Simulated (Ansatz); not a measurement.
# NiO: the cost of one run

Program: Ansatz 0.2.0. Level of theory: DFT LDA+U (U_eff = 4 eV on Ni d), plane waves, PAW. These are calculated values, not measurements.

## (1) The system as given

It takes space group P6_3mc (No. 186, hexagonal). The conventional cell has a = 3.226 Å, b = 3.226 Å, c = 5.284 Å, α = 90.00°, β = 90.00°, γ = 120.00°. Around Ni (site symmetry 3m) lie 4 O at 1.98 Å. O (site symmetry 3m) has 4 Ni at 1.98 Å as nearest neighbours.

Structure file:

```cif
data_structure
_symmetry_space_group_name_H-M 'P 1'
_symmetry_Int_Tables_number 1
_cell_length_a 3.2263
_cell_length_b 3.2263
_cell_length_c 5.2839
_cell_angle_alpha 90.000
_cell_angle_beta 90.000
_cell_angle_gamma 120.000
_cell_volume 47.63
loop_
_atom_site_label
_atom_site_type_symbol
_atom_site_fract_x
_atom_site_fract_y
_atom_site_fract_z
_atom_site_occupancy
Ni1 Ni 0.66667 0.33333 0.00000 1
Ni2 Ni 0.33333 0.66667 0.50000 1
O1 O 0.66667 0.33333 0.62520 1
O2 O 0.33333 0.66667 0.12520 1
```

An earlier series on this cell reached its lowest free state from «ferromagnetic start, free, natural orbitals of the symmetric run filled by rank», perhaps among other starts.

## (2) Total moment locked, 4.40 μB per cell

input.yaml reads:

```yaml
crystal:
  lattice:
    - [3.22627749, 0.0, 0.0]
    - [-1.61313875, 2.79403827, 0.0]
    - [0.0, 0.0, 5.28389764]
  atoms:
    - { symbol: Ni, position: [0.6666666667, 0.3333333333, 0.0], spin: 2.2 }
    - { symbol: Ni, position: [0.3333333333, 0.6666666667, 0.5], spin: 2.2 }
    - { symbol: O, position: [0.6666666667, 0.3333333333, 0.6252] }
    - { symbol: O, position: [0.3333333333, 0.6666666667, 0.1252] }
basis:
  ecutwfc: 420
  ecutrho_ratio: 4
kpoints:
  mp_grid: { grid: [7, 7, 4] }
hamiltonian:
  xc: lda
  hubbard:
    sites:
      - { site: 0, l: d, u_eff: 4.0, starting_ns: [{ spin: up, occupation_matrix: s0up }, { spin: down, occupation_matrix: s0down }] }
      - { site: 1, l: d, u_eff: 4.0, starting_ns: [{ spin: up, occupation_matrix: s1up }, { spin: down, occupation_matrix: s1down }] }
    occupation_matrices:
      s0up:
        matrix:
          - [0.97, 0.0, 0.0, 0.0, 0.0]
          - [0.0, 0.97, 0.0, 0.0, 0.0]
          - [0.0, 0.0, 0.97, 0.0, 0.0]
          - [0.0, 0.0, 0.0, 0.97, 0.0]
          - [0.0, 0.0, 0.0, 0.0, 0.97]
      s0down:
        matrix:
          - [0.04325, 0.0, 0.13951, 0.0456, 0.0]
          - [0.0, 0.97, 0.0, 0.0, 0.0]
          - [0.13951, 0.0, 0.8573, 0.27367, 0.0]
          - [0.0456, 0.0, 0.27367, 0.10945, 0.0]
          - [0.0, 0.0, 0.0, 0.0, 0.97]
      s1up:
        matrix:
          - [0.97, 0.0, 0.0, 0.0, 0.0]
          - [0.0, 0.97, 0.0, 0.0, 0.0]
          - [0.0, 0.0, 0.97, 0.0, 0.0]
          - [0.0, 0.0, 0.0, 0.97, 0.0]
          - [0.0, 0.0, 0.0, 0.0, 0.97]
      s1down:
        matrix:
          - [0.04325, 0.0, -0.13951, 0.0456, 0.0]
          - [0.0, 0.97, 0.0, 0.0, 0.0]
          - [-0.13951, 0.0, 0.8573, -0.27367, 0.0]
          - [0.0456, 0.0, -0.27367, 0.10945, 0.0]
          - [0.0, 0.0, 0.0, 0.0, 0.97]
    ns_hold: { iters: 8 }
scf:
  occupations: { method: gaussian, width: 0.05 }
  lower_state_search: "off"
  max_iter: 150
output:
  forces: true
  stress: true
  eigenvalues: true
  populations: true
  hubbard: { sites: [{ site: 0, l: d }, { site: 1, l: d }] }
magnetization:
  spin_polarized: true
  initial_magnetization: 4.4
  spin_locking: { lock_magnetization: hard }
```

The typed matrices put 0.97 on the chosen orbitals and 0.02 on the others, and are held for 8 cycles. The lock stays on to the end, so the result is a constrained state.

Launch:

```
> ansatz run input.yaml --threads 2 --pin off --max-ram 3072MiB --backend cpu --events-out ev --progress --plain --runs-dir out
```

**Question.** How long does this run take on 2 threads of AMD EPYC 9R45 (Zen 5), shared host, and how much memory does it need?

About 5 s, with a peak of 0.47 GiB.
